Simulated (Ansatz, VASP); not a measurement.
# BN in two plane-wave programs

Wanted: the spread between two codes on one cell, functional and k mesh. The structure shown comes from an earlier Ansatz run, which isn't shown and may have moved the atoms alone.

Main program and level: Ansatz 0.2.0; plane waves, with VASP 6.6.1 beside it; elastic constants at r2SCAN.

## Step 1: Starting point

Symmetry: P6_3/mmc, No. 194, hexagonal system. The conventional cell has a = 2.501 Å, b = 2.501 Å, c = 6.877 Å, α = 90.00°, β = 90.00°, γ = 120.00°. Nearest to B lie 3 N at 1.44 Å. Nearest to N lie 3 B at 1.44 Å. Farther neighbours and most contacts between anions are not listed.

Coordinates:

```cif
data_structure
_symmetry_space_group_name_H-M 'P 1'
_symmetry_Int_Tables_number 1
_cell_length_a 2.5009
_cell_length_b 2.5009
_cell_length_c 6.8773
_cell_angle_alpha 90.000
_cell_angle_beta 90.000
_cell_angle_gamma 120.000
_cell_volume 37.25
loop_
_atom_site_label
_atom_site_type_symbol
_atom_site_fract_x
_atom_site_fract_y
_atom_site_fract_z
_atom_site_occupancy
B1 B 0.33333 0.66667 0.25000 1
B2 B 0.66667 0.33333 0.75000 1
N3 N 0.33333 0.66667 0.75000 1
N4 N 0.66667 0.33333 0.25000 1
```

## Step 2: Ansatz: elastic constants, r2SCAN

Ansatz runs on its default PAW (the set named soft_2) files.

Elastic constants are differences of stresses under small strains, so they test the stress and the mesh.

Contents of input.yaml:

```yaml
crystal:
  lattice:
    - [2.5009007219, 0.0, 0.0]
    - [-1.2504503609, 2.1658435575, 0.0]
    - [0.0, 0.0, 6.8773255129]
  atoms:
    - { symbol: B, position: [0.3333333333, 0.6666666667, 0.25] }
    - { symbol: B, position: [0.6666666667, 0.3333333333, 0.75] }
    - { symbol: "N", position: [0.3333333333, 0.6666666667, 0.75] }
    - { symbol: "N", position: [0.6666666667, 0.3333333333, 0.25] }
kpoints:
  mp_grid: { grid: [9, 9, 4] }
hamiltonian:
  xc: r2scan
scf:
  occupations: { method: gaussian, width: 0.02 }
output:
  forces: true
  stress: true
  eigenvalues: true
elastic:
  mode: relaxed_ion
  stencil: two_point
```

On the command line:

```bash
> ansatz run input.yaml --threads 4 --pin off --max-ram 8192MiB --backend cpu --events-out ev --progress --plain --runs-dir out
```

Numbers of over 12 decimals in the logs are rounded to 6 here.

The program printed:

```text
Engine: ansatz 0.2.0, aarch64-unknown-linux-gnu
Pseudopotentials: kind: paw
Pseudopotential: B, paw, valence charge 3, recommended cutoff 500 eV (meta_gga), B.paw.azcp
Pseudopotential: N, paw, valence charge 5, recommended cutoff 500 eV (meta_gga), N.paw.azcp
Functional definition: r2SCAN
  parameter k0 = 0.174
  parameter k1 = 0.065
  parameter a1 = 4.9479
  exchange = r2scan_x(k0 = k0, k1 = k1, a1 = a1)
  correlation = r2scan_c
Crystal: 4 atoms, lattice volume = 37.251 Å³
Basis set: ecut = 500 eV, 979 PW (Γ), exchange–correlation on 80×80×216 points (64 copies of the dense FFT grid, shifted against one another)
Bands: 12, of which v1, the nominal top of the filled ones, is band 8 counted from 1 (7 counted from 0)
Symmetry: 24 space group operations
Space group: P63/mmc (ITA 194), of the structure as read, at distance tolerance 3.3e-5 Å
k-points: 36 of 324
Non-local potential: B, projectors of the file, l = 0: 2, l = 1: 2, l = 2: 1
Non-local potential: N, projectors of the file, l = 0: 2, l = 1: 2, l = 2: 1
PAW form: soft (Blöchl's): semilocal exchange-correlation on the pseudo side does not see the compensation charge
PAW frozen core: B, regenerated for the run's functional (the file was generated under x = pbe(κ = 0.804, μ = 0.219515), c = pbe(β = 0.066725))
PAW frozen core: N, regenerated for the run's functional (the file was generated under x = pbe(κ = 0.804, μ = 0.219515), c = pbe(β = 0.066725))
PAW one-centre angular grid: B, 302 points (default); XC on 160 Gauss nodes
PAW one-centre angular grid: N, 302 points (default); XC on 160 Gauss nodes
Initial density: superposition of atomic densities (neutral atoms: chi_scale 0, normalization atom), corrected by the library's trained network
Initial wavefunctions: pseudopotential atomic-orbital guess
Functional: x = r2scan, c = r2scan; τ floored in thin density (d = 2e-4 eV/Å³)
SCF iter   1: F=—  HF=-1088.118441 eV  |F-HF|=—  |Δ(HF+E_count)|=         —  Δρ=8.42e-3  dr2=1.91e-2  dr2_τ=6.92e-1  ethr=1.77e-3  ⟨swp⟩=6.6  Hψ=2803  notcnv=0
preconditioner: auto → none  [insulator: Δε(μ)=5.039 eV  Ē_g=16.791 eV  σ=0.020 eV  W_gap=1.00  n_scr=4 (ndim 8)  ℏωp=24.3 eV  f_vac=0.037  D(μ)=0.00/eV (n_scr^D=0)  ε∞_Penn≈3.1]
SCF iter   2: F=—  HF=-1088.249507 eV  |F-HF|=—  |Δ(HF+E_count)|=   1.31e-1  Δρ=5.04e-3  dr2=4.16e-3  dr2_τ=2.95e-4  ethr=1.20e-4  ⟨swp⟩=2.8  Hψ=1200  notcnv=0
SCF iter   3: F=—  HF=-1088.249268 eV  |F-HF|=—  |Δ(HF+E_count)|=   2.39e-4  Δρ=8.79e-4  dr2=2.22e-4  dr2_τ=1.08e-4  ethr=2.60e-5  ⟨swp⟩=3.0  Hψ=862  notcnv=0
SCF iter   4: F=—  HF=-1088.249242 eV  |F-HF|=—  |Δ(HF+E_count)|=   2.57e-5  Δρ=2.91e-4  dr2=2.30e-5  dr2_τ=1.95e-6  ethr=1.39e-6  ⟨swp⟩=2.0  Hψ=690  notcnv=0
SCF iter   5: F=—  HF=-1088.249236 eV  |F-HF|=—  |Δ(HF+E_count)|=   6.74e-6  Δρ=1.04e-4  dr2=2.40e-6  dr2_τ=2.47e-7  ethr=1.44e-7  ⟨swp⟩=2.0  Hψ=704  notcnv=0
SCF iter   6: F=—  HF=-1088.249239 eV  |F-HF|=—  |Δ(HF+E_count)|=   3.48e-6  Δρ=4.16e-5  dr2=4.30e-7  dr2_τ=9.38e-9  ethr=1.50e-8  ⟨swp⟩=2.0  Hψ=642  notcnv=0
SCF iter   7: F=—  HF=-1088.249239 eV  |F-HF|=—  |Δ(HF+E_count)|=   3.26e-7  Δρ=5.50e-6  dr2=5.86e-9  dr2_τ=3.73e-10  ethr=2.68e-9  ⟨swp⟩=2.8  Hψ=761  notcnv=0
SCF iter   8: F=—  HF=-1088.249239 eV  |F-HF|=—  |Δ(HF+E_count)|=   1.22e-9  Δρ=1.21e-6  dr2=3.29e-10  dr2_τ=7.85e-12  ethr=3.67e-11  ⟨swp⟩=2.1  Hψ=722  notcnv=0
SCF iter   9: F=—  HF=-1088.249239 eV  |F-HF|=—  |Δ(HF+E_count)|=  4.25e-11  Δρ=5.17e-8  dr2=4.64e-13  dr2_τ=2.36e-14  ethr=2.05e-12  ⟨swp⟩=2.7  Hψ=740  notcnv=0
SCF iter  10: F=-1088.249239 eV  HF=-1088.249239 eV  |F-HF|=4.55e-13  |Δ(HF+E_count)|=  6.82e-13  Δρ=3.98e-9  dr2=1.63e-15  dr2_τ=1.19e-16  ethr=1.00e-12  ⟨swp⟩=4.7  Hψ=1607  notcnv=0
SCF 1 converged in 10 iterations: F = -1088.249239 eV  dr2 = 1.63e-15
  greatest PAW one-centre occupation: 0.805 electrons in one spin orbital (limit 2), on the N atom at site 3 (counted from 0), in its partial waves of l = 0
Initial density: handed on by an earlier stage of this run
Initial wavefunctions: those handed on with the density
[...]
preconditioner: auto → none  [insulator: Δε(μ)=5.018 eV  Ē_g=16.796 eV  σ=0.020 eV  W_gap=1.00  n_scr=4 (ndim 8)  ℏωp=24.3 eV  f_vac=0.032  D(μ)=0.00/eV (n_scr^D=0)  ε∞_Penn≈3.1]
[...]
SCF 2 converged in 2 iterations: F = -1088.249239 eV  dr2 = 4.53e-16
Crystal: 4 atoms, lattice volume = 37.177 Å³
[...]
SCF 13 converged in 5 iterations: F = -1088.249244 eV  dr2 = 3.21e-14
Symmetry: 4 space group operations
k-points: 95 of 324
[...]
preconditioner: auto → none  [insulator: Δε(μ)=5.015 eV  Ē_g=16.796 eV  σ=0.020 eV  W_gap=1.00  n_scr=4 (ndim 8)  ℏωp=24.3 eV  f_vac=0.032  D(μ)=0.00/eV (n_scr^D=0)  ε∞_Penn≈3.1]
[...]
SCF 14 converged in 8 iterations: F = -1088.249239 eV  dr2 = 5.18e-14
relax step   1: F+E_penalty+E_count = -1088.24923949 eV  Δ(F+E_penalty+E_count) = +0.000e0 eV  max|allowed force component| = 1.899e-5 eV/Å  Δτ_max = 0.0000 Å  (8 SCF iters, accepted)
[...]
SCF 15 converged in 2 iterations: F = -1088.249239 eV  dr2 = 8.50e-15
[...]
SCF iter   2: F=—  HF=-1088.249242 eV  |F-HF|=—  |Δ(HF+E_count)|=   1.31e-5  Δρ=2.96e-4  dr2=1.76e-5  dr2_τ=1.43e-7  ethr=5.09e-7  ⟨swp⟩=1.0  Hψ=1140  notcnv=0
SCF iter   3: F=—  HF=-1088.249239 eV  |F-HF|=—  |Δ(HF+E_count)|=   3.06e-6  Δρ=2.11e-5  dr2=5.21e-8  dr2_τ=5.22e-9  ethr=1.10e-7  ⟨swp⟩=1.9  Hψ=1818  notcnv=0
SCF iter   4: F=—  HF=-1088.249239 eV  |F-HF|=—  |Δ(HF+E_count)|=   9.94e-7  Δρ=7.24e-6  dr2=1.50e-8  dr2_τ=1.93e-9  ethr=3.26e-10  ⟨swp⟩=2.0  Hψ=1869  notcnv=0
SCF iter   5: F=—  HF=-1088.249239 eV  |F-HF|=—  |Δ(HF+E_count)|=   3.95e-9  Δρ=2.32e-6  dr2=1.47e-9  dr2_τ=2.53e-10  ethr=9.37e-11  ⟨swp⟩=2.0  Hψ=1877  notcnv=0
SCF iter   6: F=—  HF=-1088.249239 eV  |F-HF|=—  |Δ(HF+E_count)|=  4.19e-10  Δρ=4.09e-7  dr2=3.10e-11  dr2_τ=6.41e-13  ethr=9.20e-12  ⟨swp⟩=2.2  Hψ=1816  notcnv=0
SCF iter   7: F=—  HF=-1088.249239 eV  |F-HF|=—  |Δ(HF+E_count)|=  3.18e-12  Δρ=4.24e-8  dr2=1.35e-12  dr2_τ=4.67e-14  ethr=1.94e-13 (applied; sched 1.00e-12)  ⟨swp⟩=2.3  Hψ=1845  notcnv=0
SCF iter   8: F=-1088.249239 eV  HF=-1088.249239 eV  |F-HF|=4.55e-13  |Δ(HF+E_count)|=  4.55e-13  Δρ=1.90e-8  dr2=7.19e-14  dr2_τ=7.77e-15  ethr=1.00e-12  ⟨swp⟩=5.0  Hψ=4016  notcnv=0
SCF 16 converged in 8 iterations: F = -1088.249239 eV  dr2 = 7.19e-14
relax step   1: F+E_penalty+E_count = -1088.24923949 eV  Δ(F+E_penalty+E_count) = +0.000e0 eV  max|allowed force component| = 1.899e-5 eV/Å  Δτ_max = 0.0000 Å  (8 SCF iters, accepted)
iter 1 solved again at ethr=1.00e-12 eV; its pass at ethr=3.10e-3 eV (dr2=6.15e-14 eV) is discarded
SCF iter   1: F=—  HF=-1088.249239 eV  |F-HF|=—  |Δ(HF+E_count)|=         —  Δρ=1.89e-8  dr2=7.17e-14  dr2_τ=7.70e-15  ethr=1.00e-12  ⟨swp⟩=2.1  Hψ=8371  notcnv=0
SCF iter   2: F=-1088.249239 eV  HF=-1088.249239 eV  |F-HF|=0.00e0  |Δ(HF+E_count)|=    0.00e0  Δρ=7.86e-9  dr2=1.10e-14  dr2_τ=1.26e-15  ethr=1.00e-12  ⟨swp⟩=4.4  Hψ=3812  notcnv=0
SCF 17 converged in 2 iterations: F = -1088.249239 eV  dr2 = 1.10e-14
SCF converged after 2 iterations
Free energy (F): -1088.249239 eV
Harris-Foulkes:  -1088.249239 eV  (|F-HF|=4.55e-13)
Internal energy: -1088.249239 eV  (E = F + TS)
E sigma→0 (E₀):  -1088.249239 eV
Fermi energy:    6.642759 eV
--- Per-component energies (eV) ---
  E_band       = -53.421250
  E_kinetic    = 367.305884
  E_local      = -728.932806  (includes V_loc(G=0)·N_el)
  E_nonlocal   = 114.140927
  E_hartree    = 239.537191
  E_xc         = -182.002975
  E_vxc        = -252.429430  (∫ρ·V_xc dr)
  E_paw        = -419.680887  (= ΣΔE_a)
  E_vpaw       = -47.053658  (= ΣTr[D̂ρ^β])
  E_aug_tail   = 0.000040  (compensation charges beyond the density's cutoff)
  E_vtau       = 14.473410  (kinetic-family band-sum trace: ∫τ·v_τ [+ j·A + Jᵃ·Aᵃ] dr)
  E_ewald      = -478.520601
  E_core_change = -0.096013  (= ΣΔE_core)
  E_smearing   = -0.000000  (= −TS)
  E_closure    = 0.000000  (closes the sum)
  Σ components = -1088.249239   (vs F -1088.249239, Δ=0.00e0)
--- Forces (eV/Å), atoms counted from 1 ---
  atom   1  B     -0.00000000    -0.00000000     0.00000000
  atom   2  B      0.00000000     0.00000000     0.00000000
  atom   3  N      0.00000000    -0.00000000     0.00000000
  atom   4  N      0.00000000     0.00000000     0.00000000
  max |Σ_I F_I| component: 8.33e-17 eV/Å
--- Stress (GPa, compression-positive) ---
       -0.002879      -0.000000       0.000000
        0.000000      -0.002879       0.000000
        0.000000       0.000000       0.027237
  P = ⅓ Tr σ = 0.0072 GPa (0.072 kbar)
--- Band table (eV; the first three rows and the last of 36) ---
  k-point 0: bands = [... 4 lower, 2.7873, 2.7873, 2.8143, 2.8143, 9.5259, 14.7299, 16.5512, 16.5512]
  k-point 1: bands = [... 4 lower, 2.7913, 2.7913, 2.8103, 2.8103, 10.1869, 13.6976, 16.5654, 16.5654]
  k-point 2: bands = [... 4 lower, 2.8008, 2.8008, 2.8008, 2.8008, 11.8177, 11.8177, 16.6002, 16.6002]
  k-point 35: bands = [... 4 lower, -3.3440, -3.3440, 4.1339, 4.1339, 9.4458, 9.4458, 16.6755, 16.6755]
--- Elastic constants: 3 strain directions × 2 members + reference (group order 24) ---
  dense FFT box of the reference and of every strained cell: 20×20×54
  strains applied: 11, 33, 23; error gains: componentwise 1.00 (the most a stress slope's error grows in a printed constant), spectral 1.41 (1 for all six strains in a standard setting)
  C = ∂σ_k/∂η_j (tension-positive GPa; Voigt order 11 22 33 23 13 12):
       882.150    190.896      0.544      0.000      0.000     -0.000
       190.896    882.150      0.544      0.000      0.000     -0.000
         0.494      0.494     20.584      0.000      0.000      0.000
         0.000      0.000      0.000      3.783     -0.000      0.000
         0.000      0.000      0.000     -0.000      3.783      0.000
         0.000     -0.000     -0.000      0.000      0.000    345.627
  reference stress σ⁰ (GPa):      0.003      0.003     -0.027     -0.000     -0.000     -0.000
  C* (energy form; C + prestress term) asymmetry max|C*_kj − C*_jk| = 8.009e-2 GPa — a small one proves nothing (zero by symmetry where the batch's group is 432, −43m or m−3m); a large one is finite-difference/SCF noise where every solve meets its electron count
  moduli (Voigt/Reuss/Hill, GPa): K = 240.97/19.86/130.42   G = 176.84/8.33/92.58   E = 224.60   ν = 0.213
  mechanically stable: yes (min eigenvalue of sym C = 3.78 GPa)
  strain η (Voigt 11):  stress-route row diagonal C_11 = 882.15 GPa, energy-path curvature d²(F+E_count+ΔE)/dδ²/Ω₀ = 882.13 GPa
         δ    σ_11 (GPa)             F (eV)   n_scf  n_hpsi   n_pw
    -2.000e-3      -1.7708       -1088.2488325       2   10572    975   relax 4 steps, max|allowed force component| 1.18e-5 eV/Å
     2.000e-3       1.7578       -1088.2488262       2   10530    979   relax 3 steps, max|allowed force component| 5.30e-7 eV/Å
  strain η (Voigt 33):  stress-route row diagonal C_33 = 20.58 GPa, energy-path curvature d²(F+E_count+ΔE)/dδ²/Ω₀ = 20.71 GPa
         δ    σ_33 (GPa)             F (eV)   n_scf  n_hpsi   n_pw
    -2.000e-3      -0.0688       -1088.2492214       8    9545    979   relax 0 steps, max|allowed force component| 8.67e-16 eV/Å
     2.000e-3       0.0135       -1088.2492441       5    7445    979   relax 0 steps, max|allowed force component| 7.22e-16 eV/Å
  strain η (Voigt 23):  stress-route row diagonal C_44 = 3.78 GPa, energy-path curvature d²(F+E_count+ΔE)/dδ²/Ω₀ = 3.78 GPa
         δ    σ_23 (GPa)             F (eV)   n_scf  n_hpsi   n_pw
    -2.000e-3      -0.0076       -1088.2492395       2   13402    979   relax 1 steps, max|allowed force component| 1.90e-5 eV/Å
     2.000e-3       0.0076       -1088.2492395       2   13435    979   relax 1 steps, max|allowed force component| 1.90e-5 eV/Å
```

[end of part 1 of 2]

[Lines on the potential files, build, host, timing and source positions are cut from VASP's logs without a mark.]

[Logs are printed without paths, hosts, clocks, repeated set-up lines and the standing remarks that a program may print on its own settings, such as how far it seeks lower states.]

[Hosts, paths, dates, database ids (printed as entryN), source tags and the programs' standing remarks are cut or masked in the printed files.]
